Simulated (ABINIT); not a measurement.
Crystal: Bi.

```
CELL_PARAMETERS angstrom
-1.98143 1.98143 1.98143
1.98143 -1.98143 1.98143
1.98143 1.98143 -1.98143
ATOMIC_POSITIONS crystal
Bi 0.00000 0.00000 0.00000
```

This isn't the form of Bi at room conditions, which is rhombohedral.

Base run:

| Item | Value |
| --- | --- |
| Program | ABINIT 10.8.3 (patched build) |
| Functional | LDA |
| Potentials or basis | PseudoDojo NC SR LDA v0.4 stringent |
| Cutoff | 871 eV |
| k mesh | 7 × 7 × 7 |
| Occupations | fermi-dirac, width 0.05 eV |
| Spin | no spin polarisation |

Its results: band gap on the k mesh none (metal or under the smearing width); pressure -7.2 GPa.

Q: The run is repeated on the same cell with these changes: potentials or basis from PseudoDojo NC SR LDA v0.4 stringent to PseudoDojo NC SR LDA v0.4.1 standard; cutoff from 871 eV to 816 eV; valence electrons from 23 to 15. What comes out?

A: Band gap on the k mesh none (metal or under the smearing width); pressure -2.8 GPa.

Caveats: spin-orbit coupling is left out, which moves the levels of the heavy elements.

Not every run made on this cell is shown here.
